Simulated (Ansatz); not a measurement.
# Dielectric response of SrO (001) films, part 6 of 6

How well do thin rocksalt SrO (001) films screen a perpendicular field?

Ansatz 0.2.0; plane-wave DFT, PBEsol, Ansatz PAW.

So far. Step 39 (Atoms held, 20 atoms, units 10, field 0.05 V/Å): The dipole is 0.0735 e·Å, and the gap on the mesh 2.350 eV. Step 40 (Single point, 20 atoms, units 10, field -0.05 V/Å): The dipole is -0.0735 e·Å, and the gap on the mesh 2.351 eV.

## 41. Response with the atoms held, 20 atoms, units 10

This step: plane-wave DFT, PBEsol, Ansatz PAW; response to a field along the normal, atoms held (Ansatz 0.2.0).

Local field over the applied field, running mean. From the potentials at -0.05 and 0.05 V/Å; running mean over 2.58 Å, taken twice. The local field over applied field by z:

```tsv
z (Å)	local field over applied field
5	0.978
6	0.905
7	0.724
8	0.470
9	0.277
10	0.210
11	0.223
12	0.244
13	0.257
14	0.258
15	0.256
16	0.256
17	0.257
18	0.259
19	0.259
20	0.258
21	0.258
22	0.259
23	0.259
24	0.258
25	0.256
26	0.256
27	0.258
28	0.258
29	0.248
30	0.228
31	0.210
32	0.252
33	0.418
34	0.671
35	0.875
36	0.968
```

The induced dipole is that of a conductor 19.99 Å thick.

## 42. Electronic ε from the series

This step: plane-wave DFT, PBEsol, Ansatz PAW; permittivity from the thickness series, atoms held (Ansatz 0.2.0).

Each added layer adds t(1 − 1/ε) to the dipole term, so the slope against thickness gives ε without a choice of where the film ends.

Numbers from this step:

```
slope                : 0.7422
intercept of the fit : 3.003 Å
ε of the interior    : 3.879
```

The equivalent conductor thickness by distance between the outer atoms:

```tsv
distance between the outer atoms (Å)	equivalent conductor thickness (Å)
5.03	6.73
7.58	8.64
10.13	10.5
12.69	12.4
17.79	16.2
22.89	20.0
```

By hand, from the thinnest and the thickest film: slope = (19.989 − 6.726) / (22.891 − 5.029) = 0.743, so ε = 1/(1 − 0.743) = 3.88.

## 43. Static ε from the series

This step: plane-wave DFT, PBEsol, Ansatz PAW; permittivity from the thickness series, atoms relaxed (Ansatz 0.2.0).

The same fit for the relaxed films. The nearer its slope lies to 1, the more ε hangs on small errors.

This step gave:

| Item | Value |
| --- | --- |
| slope | 0.9394 |
| intercept of the fit | 3.465 Å |
| ε of the interior | 16.50 |

The equivalent conductor thickness by distance between the outer atoms:

```tsv
distance between the outer atoms (Å)	equivalent conductor thickness (Å)
5.03	8.20
10.13	13.0
17.79	20.2
```

By hand, from the thinnest and the thickest film: slope = (20.184 − 8.202) / (17.789 − 5.029) = 0.939, so ε = 1/(1 − 0.939) = 16.4. One nm of such a film has the capacitance of 3.9/16.4 = 0.24 nm of SiO₂ (its equivalent oxide thickness).

## 44. The same run with other settings

This step: plane-wave DFT, PBEsol, Ansatz PAW (Ansatz 0.2.0).

System of this step: SrO (001), 3 units. The cell holds 6 atoms: 3 Sr and 3 O. Its edges and angles: a = 3.649 Å, b = 3.649 Å, c = 23.160 Å, α = 90.0°, β = 90.0°, γ = 90.0°. It derives from SrO (rocksalt SrO). Vacuum lies along c.

A run with a changed input: it repeats the earlier run at 0.05 V/Å, 3 units with scf.occupations.method from fixed to tetrahedron_uncorrected, scf.mixing.algorithm to anderson, scf.mixing.beta to 0.05 and scf.mixing.ndim to 2.

input.yaml reads:

```yaml
crystal:
  lattice:
    - [3.64867099, 0.0, 0.0]
    - [0.0, 3.64867099, 0.0]
    - [0.0, 0.0, 23.16]
  atoms:
    - { symbol: Sr, position: [0.5, 0.5, 0.3914322181] }
    - { symbol: O, position: [0.0, 0.0, 0.3933508021] }
    - { symbol: Sr, position: [0.0, 0.0, 0.499999973] }
    - { symbol: O, position: [0.5, 0.5, 0.5000000098] }
    - { symbol: Sr, position: [0.5, 0.5, 0.6085677753] }
    - { symbol: O, position: [0.0, 0.0, 0.6066492218] }
kpoints:
  mp_grid: { grid: [8, 8, 1] }
hamiltonian:
  xc: pbesol
scf:
  occupations: { method: tetrahedron_uncorrected }
  convergence: { dr2_threshold: 1.0e-10 }
  mixing: { algorithm: anderson, beta: 0.05, ndim: 2 }
efield:
  axis: 3
  dipole_correction: true
  ramp_position: 0.97
  ramp_width: 0.06
  amplitude: 0.05
output:
  write_potential: true
  write_density: true
  volumetric_format: npy
```

Run with:

```console
ansatz run input.yaml --threads 4 --pin off --max-ram 16384MiB --backend cpu --events-out ev --progress --plain --runs-dir out
```

Numbers of over 12 decimals in the logs are rounded to 6 here.

The program printed:

```text
[...]
Crystal: 6 atoms, lattice volume = 308.324 Å³
Basis set: ecut = 420 eV, 6053 PW (Γ)
Bands: 30, of which v1, the nominal top of the filled ones, is band 24 counted from 1 (23 counted from 0)
Symmetry: 8 space group operations
k-points: 15 of 64
[...]
SCF iter   1: F=—  HF=-12175.505138 eV  |F-HF|=—  |Δ(HF+E_count)|=         —  Δρ=7.86e-2  dr2=2.84e1  ethr=3.10e-3  p=0.032 e·Å  D=1.89e-2 V/Å  ΔV_dip=-0.44 eV  dr2_dipole=2.68e-4  V_vac-E_F(+/−)=13.11/12.49 eV  ⟨swp⟩=15.9  Hψ=3734  notcnv=0
[...]
SCF iter  64: F=-12167.341139 eV  HF=-12167.341139 eV  |F-HF|=1.82e-11  |Δ(HF+E_count)|=  2.55e-11  Δρ=2.93e-7  dr2=9.65e-11  ethr=1.00e-12  p=0.025 e·Å  D=1.45e-2 V/Å  ΔV_dip=-0.34 eV  dr2_dipole=1.38e-15  V_vac-E_F(+/−)=4.04/3.32 eV  ⟨swp⟩=12.7  Hψ=2465  notcnv=0
SCF 1 converged in 64 iterations: F = -12167.341139 eV  dr2 = 9.65e-11
[...]
SCF converged after 64 iterations
[...]
Free energy (F): -12167.341139 eV
[...]
Internal energy: -12167.341139 eV  (E = F + TS)
E sigma→0 (E₀):  -12167.341139 eV
Fermi energy:    0.161184 eV
Dipole field:    D = 0.014520 V/Å  (p = 0.024740 e·Å, saw-weighted, corrected)
Work function:   not extracted (applied field tilts the vacuum); planar V_es + V_field profile in the machine report
[...]
--- Band table (eV; the first three rows and the last of 15) ---
  k-point 0: bands = [... 20 lower, 0.0585, 0.0585, 0.1612, 0.1612, 2.6706, 3.0486, 3.4534, 3.8725, ... 2 higher]
  k-point 1: bands = [... 20 lower, -0.1774, -0.1019, -0.1007, -0.0018, 2.8838, 3.2231, 3.8653, 4.0705, ... 2 higher]
  k-point 2: bands = [... 20 lower, -0.6772, -0.4601, -0.3622, -0.1797, 3.4175, 3.7097, 4.6157, 4.9154, ... 2 higher]
  k-point 14: bands = [... 20 lower, -0.2556, -0.0391, -0.0391, 0.1550, 3.9249, 3.9249, 5.4248, 5.4248, ... 2 higher]
```

It took 16 s on 4 threads of Arm Neoverse V1, shared host; peak memory 0.53 GiB; 63 s of CPU time.

Numbers from this step:

```
gap on the k-mesh       : 2.509 eV
dipole along the normal : 0.02474 e·Å
```

```tsv
quantity	this run	earlier run	difference
dipole along the normal (e·Å)	0.02474	0.02474	2.3e-7
gap on the k-mesh (eV)	2.509	2.509	6.7e-8
```

Nothing in the table moves by 0.01 in its unit (for the dipole 0.5 % and 5e-5 e·Å). The run took 64 SCF cycles against 14.

## 45. Varying the input

Another changed input: it repeats the earlier run at 0.05 V/Å, 3 units with scf.eigensolver.kind to davidson and basis.precision to f64.

input.yaml, as its differences from that of step 44:

```diff
@@ -17,5 +17,5 @@
 scf:
-  occupations: { method: tetrahedron_uncorrected }
+  occupations: { method: fixed }
   convergence: { dr2_threshold: 1.0e-10 }
-  mixing: { algorithm: anderson, beta: 0.05, ndim: 2 }
+  eigensolver: { kind: davidson }
 efield:
@@ -30 +30,3 @@
   volumetric_format: npy
+basis:
+  precision: f64
```

The program printed:

```text
[...]
davidson cushion auto → on  (no smearing: the cushion is to keep the highest requested band from converging to the state above it; pin scf.eigensolver.cushion to override)
Crystal: 6 atoms, lattice volume = 308.324 Å³
Basis set: ecut = 420 eV, 6053 PW (Γ)
Bands: 30, of which v1, the nominal top of the filled ones, is band 24 counted from 1 (23 counted from 0)
Symmetry: 8 space group operations
k-points: 15 of 64
[...]
SCF iter  14: F=-12167.341139 eV  HF=-12167.341139 eV  |F-HF|=2.55e-11  |Δ(HF+E_count)|=   1.27e-9  Δρ=1.98e-7  dr2=8.48e-11  ethr=1.27e-12  p=0.025 e·Å  D=1.45e-2 V/Å  ΔV_dip=-0.34 eV  dr2_dipole=1.80e-14  V_vac-E_F(+/−)=4.04/3.32 eV  ⟨swp⟩=5.5  Hψ=1545  notcnv=0  defer=8
SCF 1 converged in 14 iterations: F = -12167.341139 eV  dr2 = 8.48e-11
[...]
SCF converged after 14 iterations
[...]
Free energy (F): -12167.341139 eV
[...]
Internal energy: -12167.341139 eV  (E = F + TS)
E sigma→0 (E₀):  -12167.341139 eV
Fermi energy:    0.161182 eV
Dipole field:    D = 0.014520 V/Å  (p = 0.024740 e·Å, saw-weighted, corrected)
Work function:   not extracted (applied field tilts the vacuum); planar V_es + V_field profile in the machine report
[...]
--- Band table (eV; the first three rows and the last of 15) ---
  k-point 0: bands = [... 20 lower, 0.0585, 0.0585, 0.1612, 0.1612, 2.6706, 3.0486, 3.4534, 3.8724, ... 2 higher]
  k-point 1: bands = [... 20 lower, -0.1774, -0.1019, -0.1007, -0.0018, 2.8838, 3.2231, 3.8653, 4.0705, ... 2 higher]
  k-point 2: bands = [... 20 lower, -0.6772, -0.4601, -0.3622, -0.1797, 3.4175, 3.7097, 4.6157, 4.9154, ... 2 higher]
  k-point 14: bands = [... 20 lower, -0.2556, -0.0391, -0.0391, 0.1550, 3.9249, 3.9249, 5.4248, 5.4248, ... 2 higher]
```

The job ended after 9.5 s (4 threads; peak memory 0.52 GiB; 37 s of CPU time).

```tsv
quantity	this run	earlier run	difference
dipole along the normal (e·Å)	0.02474	0.02474	3.7e-7
gap on the k-mesh (eV)	2.509	2.509	2.7e-6
```

Nothing in the table moves by 0.01 in its unit (for the dipole 0.5 % and 5e-5 e·Å).

## 46. Outcome

```
electronic ε from the thickness series : 3.88
static ε from the thickness series     : 16.5
local electronic ε, middle of 10 units : 3.87
```

What this shows: The films give an electronic ε of 3.88 and a static ε of 16.5. The slope of the series and the field inside the thickest film give 3.88 and 3.87, in agreement. Ions raise ε from 3.88 to 16.5. The in-plane lattice constants are held at typed bulk values. Semilocal functionals tend to overestimate the electronic ε a little.

[Logs are printed without paths, hosts, clocks, repeated set-up lines and the standing remarks that a program may print on its own settings, such as how far it seeks lower states.]

[Hosts, paths, dates, database ids (printed as entryN), source tags and the programs' standing remarks are cut or masked in the printed files.]

[Maps of the electrostatic potential energy from Ansatz leave out the sawtooth potential of an applied field or a dipole correction, so their vacuum need not be flat; planar profiles and work functions include it.]
